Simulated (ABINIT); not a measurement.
# ZnS (F-43m) in ABINIT: further runs

Runs on ZnS. Level: PBE. Tasks: single point.

Everything below comes from runs of ABINIT 10.8.3 (patched build). Logs are shortened: lines on timing, memory, paths and dates and some standing lists are left out, and cuts for length are marked. The log counts tension as positive stress, the text compression.

**The experiment to reproduce.**

“Electronic, vibrational, and thermodynamic properties of ZnS (zincblende and rocksalt structure)”, 2009, arxiv:0911.5022 quotes, for a bulk crystal of ZnS at 19 K: band gap 3.85 eV (direct).

How close the calculation comes is told below.

### Step 1. The structure

It takes space group F-43m (No. 216, cubic). Conventional cell: a = 5.404 Å, b = 5.404 Å, c = 5.404 Å, α = 90.00°, β = 90.00°, γ = 90.00°. Zn (site symmetry -43m) has 4 S at 2.34 Å as nearest neighbours. S (site symmetry -43m) is surrounded by 4 Zn at 2.34 Å.

### Step 2. Single point, PBE (cell relaxed)

File run.abi:

```
# Pseudopotentials
pp_dirpath "./"
pseudos "Zn.upf, S.upf"

# Structure
acell 7.2733348378 7.2733348378 7.2733348378
rprim
     0.0000000000     0.7071067812     0.7071067812
     0.7071067812     0.0000000000     0.7071067812
     0.7071067812     0.7071067812     0.0000000000
ntypat 2
znucl 30 16
natom 2
typat 1 2
xred
     0.7500000000     0.7500000000     0.7500000000
     0.0000000000     0.0000000000     0.0000000000
chkprim 0
chksymtnons 0
tolsym 1.0e-6

# Plane-wave basis
ecut 1142.878222 eV

# k points
kptopt 1
ngkpt 7 7 7
nshiftk 1
shiftk 0.0 0.0 0.0

# Exchange and correlation
ixc 11

# Bands and occupations
nband 17
occopt 3
tsmear 0.00183747

# SCF cycle
nstep 100
tolvrs 1.0e-10

# Output
iomode 3
prtwf 0
prtden 0
prteig 0
prtebands 0
enunit 1
```

Potentials or basis: PseudoDojo NC SR PBE v0.4.1 standard.

Launch:

```
$ abinit run.abi > log 2>&1
```

run.abo:

```text
.Version 10.8.3 of ABINIT
 Symmetries : space group F-4 3 m (#216); Bravais cF (face-center cubic)
================================================================================
 Values of the parameters that define the memory need of the present run
     intxc =       0    ionmov =       0      iscf =       7    lmnmax =       6
     lnmax =       6     mgfft =      45  mpssoang =       3    mqgrid =    3001
     natom =       2  nloc_mem =       1    nspden =       1   nspinor =       1
    nsppol =       1      nsym =      24    n1xccc =    2501    ntypat =       2
    occopt =       3   xclevel =       2
       mpw =        3563          nfft =       91125          nkpt =          20
================================================================================
================================================================================

--------------------------------------------------------------------------------
------------- Echo of variables that govern the present computation ------------
--------------------------------------------------------------------------------
 -outvars: echo values of preprocessed input variables --------
            acell      7.2733348378E+00  7.2733348378E+00  7.2733348378E+00 Bohr
              amu      6.53900000E+01  3.20660000E+01
          chkprim           0
      chksymtnons           0
             ecut      4.20000000E+01 Hartree
           enunit           1
              ixc          11
         kptrlatt        7    0    0      0    7    0      0    0    7
          kptrlen      5.09133439E+01
            natom           2
            nband          17
            ngfft          45      45      45
             nkpt          20
            nstep         100
             nsym          24
           ntypat           2
           occopt           3
           prtden           0
        prtebands           0
           prteig           0
            prtwf           0
            rprim      0.0000000000E+00  7.0710678120E-01  7.0710678120E-01
                       7.0710678120E-01  0.0000000000E+00  7.0710678120E-01
                       7.0710678120E-01  7.0710678120E-01  0.0000000000E+00
          spgroup         216
           tolsym      1.00000000E-06
           tolvrs      1.00000000E-10
           tsmear      1.83747000E-03 Hartree
            typat      1  2
           xangst      4.0823569473E+00  4.0823569473E+00  4.0823569473E+00
                       0.0000000000E+00  0.0000000000E+00  0.0000000000E+00
            xcart      7.7145365786E+00  7.7145365786E+00  7.7145365786E+00
                       0.0000000000E+00  0.0000000000E+00  0.0000000000E+00
             xred      7.5000000000E-01  7.5000000000E-01  7.5000000000E-01
                       0.0000000000E+00  0.0000000000E+00  0.0000000000E+00
            znucl       30.00000   16.00000

================================================================================

 chkinp: Checking input parameters for consistency.

================================================================================
== DATASET  1 ==================================================================

--- !DatasetInfo
iteration_state: {dtset: 1, }
dimensions: {natom: 2, nkpt: 20, mband: 17, nsppol: 1, nspinor: 1, nspden: 1, mpw: 3563, }
cutoff_energies: {ecut:  42.0, pawecutdg:  -1.0, }
electrons: {nelect:   2.60000000E+01, charge:   0.00000000E+00, occopt:   3.00000000E+00, tsmear:   1.83747000E-03, }
meta: {optdriver: 0, ionmov: 0, optcell: 0, iscf: 7, paral_kgb: 0, }
...

 Exchange-correlation functional for the present dataset will be:
  GGA: Perdew-Burke-Ernzerhof functional - ixc=11
  J.P.Perdew, K.Burke, M.Ernzerhof, PRL 77, 3865 (1996)

 Real(R)+Recip(G) space primitive vectors, cartesian coordinates (Bohr,Bohr^-1):
 R(1)=  0.0000000  5.1430244  5.1430244  G(1)= -0.0972191  0.0972191  0.0972191
 R(2)=  5.1430244  0.0000000  5.1430244  G(2)=  0.0972191 -0.0972191  0.0972191
 R(3)=  5.1430244  5.1430244  0.0000000  G(3)=  0.0972191  0.0972191 -0.0972191
 Unit cell volume ucvol=  2.7207319E+02 bohr^3
 Angles (23,13,12)=  6.00000000E+01  6.00000000E+01  6.00000000E+01 degrees

 getcut: wavevector=  0.0000  0.0000  0.0000  ngfft=  45  45  45
         ecut(hartree)=     42.000   => boxcut(ratio)=   2.07362

--- Pseudopotential description ------------------------------------------------
- pspini: atom type   1  psp file is ./Zn.upf
12 -101130 2 -1 1326                          pspcod,pspxc,lmax,lloc,mmax
     nproj     2     2     2

- pspini: atom type   2  psp file is ./S.upf
12 -101130 2 -1 1146                          pspcod,pspxc,lmax,lloc,mmax
     nproj     2     2     2

   9.28196294E+02                                ecore*ucvol(ha*bohr**3)
--------------------------------------------------------------------------------

================================================================================

--- !BeginCycle
iteration_state: {dtset: 1, }
solver: {iscf: 7, nstep: 100, nline: 4, wfoptalg: 0, }
tolerances: {tolvrs: 1.00E-10, }
...

     iter   Etot(hartree)      deltaE(h)  residm     vres2
 ETOT  1  -218.27868572895    -2.183E+02 3.462E-01 3.886E+03
 ETOT  2  -219.31148943596    -1.033E+00 4.587E-02 6.296E+03
 ETOT  3  -220.04641938490    -7.349E-01 6.138E-03 7.851E+02
 ETOT  4  -220.10432882489    -5.791E-02 2.144E-03 2.921E+02
 ETOT  5  -220.13746487286    -3.314E-02 8.073E-04 1.479E+01
 ETOT  6  -220.13885353709    -1.389E-03 1.541E-04 2.672E+00
 ETOT  7  -220.13919575572    -3.422E-04 5.641E-05 3.161E-02
 ETOT  8  -220.13919770367    -1.948E-06 2.466E-05 2.125E-02
 ETOT  9  -220.13920045152    -2.748E-06 8.341E-05 8.817E-04
 ETOT 10  -220.13920056880    -1.173E-07 2.329E-05 1.575E-06
 ETOT 11  -220.13920056914    -3.440E-10 8.772E-05 7.554E-09
 ETOT 12  -220.13920056915    -8.356E-12 2.992E-05 6.720E-09
 ETOT 13  -220.13920056915    -3.325E-12 1.037E-04 1.449E-10
 ETOT 14  -220.13920056915     5.627E-12 3.227E-05 3.529E-12

 At SCF step   14       vres2   =  3.53E-12 < tolvrs=  1.00E-10 =>converged.

 Cartesian components of stress tensor (hartree/bohr^3)
  sigma(1 1)=  6.35846848E-08  sigma(3 2)=  0.00000000E+00
  sigma(2 2)=  6.35846848E-08  sigma(3 1)=  0.00000000E+00
  sigma(3 3)=  6.35846848E-08  sigma(2 1)=  0.00000000E+00

--- !ResultsGS
iteration_state: {dtset: 1, }
comment   : Summary of ground state results
lattice_vectors:
- [  0.0000000,   5.1430244,   5.1430244, ]
- [  5.1430244,   0.0000000,   5.1430244, ]
- [  5.1430244,   5.1430244,   0.0000000, ]
lattice_lengths: [   7.27333,    7.27333,    7.27333, ]
lattice_angles: [ 60.000,  60.000,  60.000, ] # degrees, (23, 13, 12)
lattice_volume:   2.7207319E+02
convergence: {deltae:  5.627E-12, res2:  3.529E-12, residm:  3.227E-05, diffor: null, }
etotal    :  -2.20139201E+02
entropy   :   0.00000000E+00
fermie    :   1.64001084E-01
cartesian_stress_tensor: # hartree/bohr^3
- [  6.35846848E-08,   0.00000000E+00,   0.00000000E+00, ]
- [  0.00000000E+00,   6.35846848E-08,   0.00000000E+00, ]
- [  0.00000000E+00,   0.00000000E+00,   6.35846848E-08, ]
pressure_GPa:  -1.8707E-03
xred      :
- [  7.5000E-01,   7.5000E-01,   7.5000E-01, Zn]
- [  0.0000E+00,   0.0000E+00,   0.0000E+00,  S]
cartesian_forces: # hartree/bohr
- [ -1.63610275E-30,  -1.63610275E-30,   4.90830824E-30, ]
- [  1.63610275E-30,   1.63610275E-30,  -4.90830824E-30, ]
force_length_stats: {min:   5.42633893E-30, max:   5.42633893E-30, mean:   5.42633893E-30, }
...

 Integrated electronic density in atomic spheres:
 ------------------------------------------------
 Atom  Sphere_radius  Integrated_density
    1        2.00000         18.11178214
    2        2.00000          3.94803436
================================================================================

 ----iterations are completed or convergence reached----

 Mean square residual over all n,k,spin=   95.214E-09; max=  32.271E-06
 reduced coordinates (array xred) for    2 atoms
       0.750000000000      0.750000000000      0.750000000000
       0.000000000000      0.000000000000      0.000000000000
 rms dE/dt=  2.3800E-29; max dE/dt=  3.3658E-29; dE/dt below (all hartree)
    1       0.000000000000      0.000000000000      0.000000000000
    2       0.000000000000      0.000000000000     -0.000000000000

 cartesian coordinates (angstrom) at end:
    1      4.08235694731372     4.08235694731372     4.08235694731372
    2      0.00000000000000     0.00000000000000     0.00000000000000

 cartesian forces (hartree/bohr) at end:
    1     -0.00000000000000    -0.00000000000000     0.00000000000000
    2      0.00000000000000     0.00000000000000    -0.00000000000000
 frms,max,avg= 3.1328982E-30 4.9083082E-30   0.000E+00  0.000E+00  0.000E+00 h/b

 cartesian forces (eV/Angstrom) at end:
    1     -0.00000000000000    -0.00000000000000     0.00000000000000
    2      0.00000000000000     0.00000000000000    -0.00000000000000
 frms,max,avg= 1.6110010E-28 2.5239536E-28   0.000E+00  0.000E+00  0.000E+00 e/A
 length scales=  7.273334837800  7.273334837800  7.273334837800 bohr
              =  3.848883040820  3.848883040820  3.848883040820 angstroms
 Fermi (or HOMO) energy (eV) =   4.46270   Average Vxc (eV)=  -9.75986
 Eigenvalues (   eV  ) for nkpt=  20  k points:
 kpt#   1, nband= 17, wtk=  0.00292, kpt=  0.0000  0.0000  0.0000 (reduced coord)
-121.42347  -75.58400  -75.58400  -75.58400   -9.56625   -2.83235   -2.83235   -2.83235
  -2.36217   -2.36217    3.42152    3.42152    3.42152    5.44105    9.81529    9.81529
   9.81529
 prteigrs : prtvol=0 or 1, do not print more k-points.

--- !EnergyTerms
iteration_state     : {dtset: 1, }
comment             : Components of total free energy in Hartree
kinetic             :  9.63153432812786E+01
hartree             :  9.28276379328461E+01
xc                  : -2.56589110342027E+01
Ewald energy        : -1.06526059996613E+02
psp_core            :  3.41156840640794E+00
local_psp           : -2.33806793890146E+02
non_local_psp       : -4.67019852687171E+01
internal            : -2.20139200569147E+02
'-kT*entropy'       : -1.45686188449677E-12
total_energy        : -2.20139200569148E+02
total_energy_eV     : -5.99029281456858E+03
band_energy         : -2.69201819056911E+01
...

 Cartesian components of stress tensor (hartree/bohr^3)
  sigma(1 1)=  6.35846848E-08  sigma(3 2)=  0.00000000E+00
  sigma(2 2)=  6.35846848E-08  sigma(3 1)=  0.00000000E+00
  sigma(3 3)=  6.35846848E-08  sigma(2 1)=  0.00000000E+00

-Cartesian components of stress tensor (GPa)         [Pressure= -1.8707E-03 GPa]
- sigma(1 1)=  1.87072601E-03  sigma(3 2)=  0.00000000E+00
- sigma(2 2)=  1.87072601E-03  sigma(3 1)=  0.00000000E+00
- sigma(3 3)=  1.87072601E-03  sigma(2 1)=  0.00000000E+00

== END DATASET(S) ==============================================================
================================================================================

 -outvars: echo values of variables after computation  --------
            acell      7.2733348378E+00  7.2733348378E+00  7.2733348378E+00 Bohr
           etotal     -2.2013920057E+02
            fcart     -1.6361027464E-30 -1.6361027464E-30  4.9083082392E-30
                       1.6361027464E-30  1.6361027464E-30 -4.9083082392E-30
            rprim      0.0000000000E+00  7.0710678120E-01  7.0710678120E-01
                       7.0710678120E-01  0.0000000000E+00  7.0710678120E-01
                       7.0710678120E-01  7.0710678120E-01  0.0000000000E+00
           strten      6.3584684785E-08  6.3584684785E-08  6.3584684786E-08
                       0.0000000000E+00  0.0000000000E+00  0.0000000000E+00
           xangst      4.0823569473E+00  4.0823569473E+00  4.0823569473E+00
                       0.0000000000E+00  0.0000000000E+00  0.0000000000E+00
             xred      7.5000000000E-01  7.5000000000E-01  7.5000000000E-01
                       0.0000000000E+00  0.0000000000E+00  0.0000000000E+00
 Calculation completed.
```

It took 45 s on 1 thread of Arm Neoverse V2, shared host; peak memory 0.1 GiB.

Results:

```yaml
Free_energy: -5990.2928 eV
Pressure: 0.0 GPa
Band_gap_on_the_k_mesh: 2.02 eV, direct
Valence_electrons_inside_the_program's_atomic_spheres: Zn 18.11; S 3.95
```

### Step 3. Single point, PBE

Edit run.abi of step 2 so:

```diff
@@ -5,3 +5,3 @@
 # Structure
-acell 7.2733348378 7.2733348378 7.2733348378
+acell 3.8212050455 3.8212050455 3.8212050455 Angstrom
 rprim
@@ -14,11 +14,8 @@
 typat 1 2
-xred
-     0.7500000000     0.7500000000     0.7500000000
+xcart
+     7.6590599831     7.6590599831     7.6590599831
      0.0000000000     0.0000000000     0.0000000000
-chkprim 0
-chksymtnons 0
-tolsym 1.0e-6
 
 # Plane-wave basis
-ecut 1142.878222 eV
+ecut 38.0
 
@@ -45,3 +42,2 @@
 prtwf 0
-prtden 0
 prteig 0
@@ -49 +45,6 @@
 enunit 1
+prtden 1
+prtvha 1
+prtvclmb 1
+prtpot 1
+prtelf 1
```

Potentials or basis: PseudoDojo NC SR PBE v0.4.1 standard.

Launch:

```
$ abinit run.abi > log 2>&1
```

It took 51 s on 1 thread of Arm Neoverse V1, shared host; peak memory 0.09 GiB.

Results (log left out):

```
Free energy                                           : -5990.2845 eV
Band gap on the k mesh                                : 2.11 eV, direct
Valence electrons inside the program's atomic spheres : Zn 18.12; S 3.95
```

Levels at points of the mesh, in eV from the valence-band top:
```tsv
k point	band 11	band 12	band 13	band 14	band 15	band 16
(0.00, 0.00, 0.00)	0.00	0.00	0.00	2.11	6.38	6.38
```

Caveat: the cutoff is too short for stress, so the log's stress isn't used.

### Step 4. Against experiment

Step 3. Against the measured gap of ZnS, 3.85 eV (direct; 19 K; quoted in “Electronic, vibrational, and thermodynamic properties of ZnS (zincblende and rocksalt structure)”, 2009, arxiv:0911.5022), the calculated 2.11 eV is off by -1.74 eV. The value is that of PBE, without temperature or zero-point motion. Semilocal functionals fall short of measured gaps as a rule.
